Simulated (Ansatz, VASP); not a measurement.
**SrO: VASP beside Ansatz**

```xyz
2
Lattice="0.0000 2.5868 2.5868 2.5868 0.0000 2.5868 2.5868 2.5868 0.0000" Properties=species:S:1:pos:R:3 pbc="T T T"
Sr    0.0000    0.0000    0.0000
O     2.5868    2.5868    2.5868
```

Change from the starting cell: volume scaled by 1.02.

Alike in both runs: task single point; functional PBE; k mesh 8 × 8 × 8; occupations fermi-dirac, width 0.02 eV; no spin polarisation.

|  | VASP | Ansatz |
| --- | --- | --- |
| version | VASP 6.6.1 | Ansatz 0.2.0 |
| potentials or method | VASP PAW PBE potentials, release 64 (Sr_sv, O), cutoff 520 eV | all-electron LAPW, scalar-relativistic |

Ansatz gave:

| Property | Result |
| --- | --- |
| gap on the k mesh at the Fermi level (eV) | 3.32 |
| pressure (GPa) | 1.1 |

Task: Which values does VASP return?

Result: gap on the k mesh at the Fermi level (eV): 3.27; pressure (GPa): 1.6.

Ansatz ran all-electron here, so the differences hold the error of VASP's frozen core and of both bases.

A k mesh can miss the band edges.
